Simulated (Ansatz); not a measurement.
The cell is COD entry 1010880, as deposited and not checked against the literature; nothing was relaxed. It is an old determination, and later ones may differ.

A run of Ansatz 0.2.0 printed the following.

```
Engine: ansatz 0.2.0
Pseudopotentials: kind: paw
Pseudopotential: Ca, paw, valence charge 10, recommended cutoff 420 eV (normal)
Pseudopotential: Se, paw, valence charge 16, recommended cutoff 420 eV (normal)
Functional definition: PBE
  parameter kappa = 0.804
  parameter beta = 0.06672455060314922
  exchange = pbe_x(kappa = kappa, mu = beta*pi^2/3)
  correlation = pbe_c(beta = beta)
Crystal: 2 atoms, lattice volume = 51.659 Å³
Basis set: ecut = 420 eV, 965 PW (Γ), exchange–correlation on 60×60×60 points (8 copies of the dense FFT grid, shifted against one another)
Bands: 17, of which v1, the nominal top of the filled ones, is band 13 counted from 1 (12 counted from 0)
Symmetry: 48 space group operations
Space group: Fm-3m (ITA 225), of the structure as read, at distance tolerance 3.7e-5 Å
k-points: 20 of 343
Non-local potential: Ca, projectors of the file, l = 0: 3, l = 1: 2, l = 2: 2
Non-local potential: Se, projectors of the file, l = 0: 2, l = 1: 2, l = 2: 3, l = 3: 1
PAW form: soft (Blöchl's): semilocal exchange-correlation on the pseudo side does not see the compensation charge
PAW one-centre angular grid: Ca, 110 points (default); XC on 64 Gauss nodes
PAW one-centre angular grid: Se, 590 points (default); XC on 64 Gauss nodes
Initial density: superposition of atomic densities (neutral atoms: chi_scale 0, normalization atom), corrected by the library's trained network
Initial wavefunctions: pseudopotential atomic-orbital guess
Functional: x = pbe(κ = 0.804, μ = 0.2195149727645171), c = pbe(β = 0.06672455060314922)
SCF iter   1: F=—  HF=-7289.998551 eV  |F-HF|=—  |Δ(HF+E_count)|=         —  Δρ=5.33e-4  dr2=1.43e-4  ethr=1.77e-3  ⟨swp⟩=7.1  Hψ=1985  notcnv=0
preconditioner: auto → none  [insulator: Δε(μ)=2.081 eV  Ē_g=8.905 eV  σ=0.010 eV  W_gap=1.00  n_scr=14 (ndim 8)  ℏωp=14.6 eV  f_vac=0.000  D(μ)=0.00/eV (n_scr^D=0)  ε∞_Penn≈3.7]
SCF iter   2: F=—  HF=-7289.998507 eV  |F-HF|=—  |Δ(HF+E_count)|=   4.38e-5  Δρ=3.67e-4  dr2=1.33e-4  ethr=5.49e-7  ⟨swp⟩=2.0  Hψ=836  notcnv=0
SCF iter   3: F=—  HF=-7289.998510 eV  |F-HF|=—  |Δ(HF+E_count)|=   2.98e-6  Δρ=2.32e-4  dr2=3.89e-5  ethr=5.11e-7  ⟨swp⟩=2.0  Hψ=680  notcnv=0
SCF iter   4: F=—  HF=-7289.998497 eV  |F-HF|=—  |Δ(HF+E_count)|=   1.32e-5  Δρ=6.01e-5  dr2=1.50e-6  ethr=1.49e-7  ⟨swp⟩=3.0  Hψ=581  notcnv=0
iter 5 did not close the SCF: its close was put off for the readings that it lacked (scf_convergence_deferred on its scf_iter line)
SCF iter   5: F=-7289.998498 eV  HF=-7289.998498 eV  |F-HF|=4.32e-8  |Δ(HF+E_count)|=   1.27e-6  Δρ=7.94e-6  dr2=4.10e-8  ethr=5.77e-9  ⟨swp⟩=2.5  Hψ=471  notcnv=0
SCF iter   6: F=-7289.998498 eV  HF=-7289.998498 eV  |F-HF|=6.04e-9  |Δ(HF+E_count)|=   4.62e-9  Δρ=2.55e-6  dr2=6.76e-9  ethr=1.58e-10  ⟨swp⟩=2.0  Hψ=1249  notcnv=0
SCF 1 converged in 6 iterations: F = -7289.998498 eV  dr2 = 6.76e-9
  greatest PAW one-centre occupation: 1.000 electrons in one spin orbital (limit 2), on the Se atom at site 1 (counted from 0), in its partial waves of l = 2
NSCF: frozen V_eff on 57 k-points
SCF converged after 6 iterations
Free energy (F): -7289.998498 eV
Harris-Foulkes:  -7289.998498 eV  (|F-HF|=6.04e-9)
Internal energy: -7289.998498 eV  (E = F + TS)
E sigma→0 (E₀):  -7289.998498 eV
Fermi energy:    8.137910 eV
--- Per-component energies (eV) ---
  E_band       = -510.412875
  E_kinetic    = 398.738923
  E_local      = -3201.769131  (includes V_loc(G=0)·N_el)
  E_nonlocal   = -533.248277
  E_hartree    = 1471.013671
  E_xc         = -243.287583
  E_vxc        = -271.816204  (∫ρ·V_xc dr)
  E_paw        = -2769.011156  (= ΣΔE_a)
  E_vpaw       = 155.656994  (= ΣTr[D̂ρ^β])
  E_aug_tail   = -0.000591  (compensation charges beyond the density's cutoff)
  E_ewald      = -2412.434353
  E_smearing   = -0.000000  (= −TS)
  E_closure    = -0.000000  (closes the sum)
  Σ components = -7289.998498   (vs F -7289.998498, Δ=0.00e0)
--- Forces (eV/Å), atoms counted from 1 ---
  atom   1  Ca    -0.00000000     0.00000000    -0.00000000
  atom   2  Se     0.00000000    -0.00000000    -0.00000000
  max |Σ_I F_I| component: 2.24e-30 eV/Å
--- Stress (GPa, compression-positive) ---
        1.172457       0.000000       0.000000
       -0.000000       1.172457       0.000000
        0.000000       0.000000       1.172457
  P = ⅓ Tr σ = 1.1725 GPa (11.725 kbar)
--- PAW observables at the nuclei: V_zz in 10²¹ V/m², potentials from the cell's mean, atoms counted from 1 ---
  atom   1  Ca V_zz =    +0.000000   η = 0.0000   by run symmetry: forbidden
            electrostatic potential = -2214.141297 V   contact ρ = 41253.633369 e/Å³
  atom   2  Se V_zz =    +0.000000   η = 0.0000   by run symmetry: forbidden
            electrostatic potential = -4710.144421 V   contact ρ = 262868.785064 e/Å³
--- Band table (eV; the first three rows and the last of 20) ---
  k-point 0: bands = ["-38.7621", "-38.7621", "-38.7567", "-38.7567", "-38.7567", "-32.6604", "-13.6530", "-13.6530", "-13.6530", "-4.7070", "7.0960", "7.0960", "7.0960", "10.4518", "10.8074", "10.8074", "10.8074"]
  k-point 1: bands = ["-38.7621", "-38.7621", "-38.7566", "-38.7566", "-38.7566", "-32.6592", "-13.6751", "-13.6544", "-13.6544", "-4.5874", "6.1535", "6.7948", "6.7948", "10.7218", "11.0772", "11.0772", "11.6332"]
  k-point 2: bands = ["-38.7621", "-38.7621", "-38.7566", "-38.7566", "-38.7566", "-32.6563", "-13.7238", "-13.6575", "-13.6575", "-4.3012", "4.7802", "6.2744", "6.2744", "10.9047", "11.7224", "11.7224", "13.0986"]
  k-point 19: bands = ["-38.7623", "-38.7621", "-38.7566", "-38.7566", "-38.7565", "-32.6514", "-13.7152", "-13.7142", "-13.6827", "-4.0379", "4.9571", "5.0111", "5.6994", "11.0780", "11.9752", "12.5511", "12.9245"]
--- Löwdin populations: 2 sites ---
  site symbol       q [e]
     0     Ca      8.4294
     1     Se     17.2942
  spilling = 0.010630 (of n_electrons = 26.000000)
--- Bader charges: 2 sites ---
  site symbol  charge [e]  shift [e]
     0     Ca      1.4449     0.0002
     1     Se     -1.4449     0.0002
  estimated error of the sums over rays = 2.3e-4 e
```

The cell and starting positions:

```
CELL_PARAMETERS angstrom
0.00000 2.95600 2.95600
2.95600 0.00000 2.95600
2.95600 2.95600 0.00000
ATOMIC_POSITIONS crystal
Ca 0.00000 0.00000 0.00000
Se 0.50000 0.50000 0.50000
```

Parts of the input that the log doesn't repeat:

```yaml
  band_path:
    path:
      - [0.0, 0.0, 0.0]
      - [0.5, 0.0, 0.5]
      - [0.625, 0.25, 0.625]
      - [0.375, 0.375, 0.75]
      - [0.0, 0.0, 0.0]
      - [0.5, 0.5, 0.5]
      - [0.5, 0.25, 0.75]
      - [0.5, 0.0, 0.5]
    npoints: 8
output:
  forces: true
  stress: true
  eigenvalues: true
  efg: { contact_densities: true }
  populations: true
  bader: true
  dos: { projected: true, de: 0.2, e_range: [-14, 8] }
```

**Question.** Write the input that produced this log.

**Answer.** 
```yaml
crystal:
  lattice:
    - [0.0, 2.956, 2.956]
    - [2.956, 0.0, 2.956]
    - [2.956, 2.956, 0.0]
  atoms:
    - { symbol: Ca, position: [0.0, 0.0, 0.0] }
    - { symbol: Se, position: [0.5, 0.5, 0.5] }
kpoints:
  mp_grid: { grid: [7, 7, 7] }
  band_path:
    path:
      - [0.0, 0.0, 0.0]
      - [0.5, 0.0, 0.5]
      - [0.625, 0.25, 0.625]
      - [0.375, 0.375, 0.75]
      - [0.0, 0.0, 0.0]
      - [0.5, 0.5, 0.5]
      - [0.5, 0.25, 0.75]
      - [0.5, 0.0, 0.5]
    npoints: 8
scf:
  occupations: { method: fermi_dirac, width: 0.01 }
hamiltonian:
  xc: pbe
  pseudopotentials: { kind: paw }
output:
  forces: true
  stress: true
  eigenvalues: true
  efg: { contact_densities: true }
  populations: true
  bader: true
  dos: { projected: true, de: 0.2, e_range: [-14, 8] }
```
This is the input that was run; digits and keys that the log doesn't show could differ in an equivalent one.
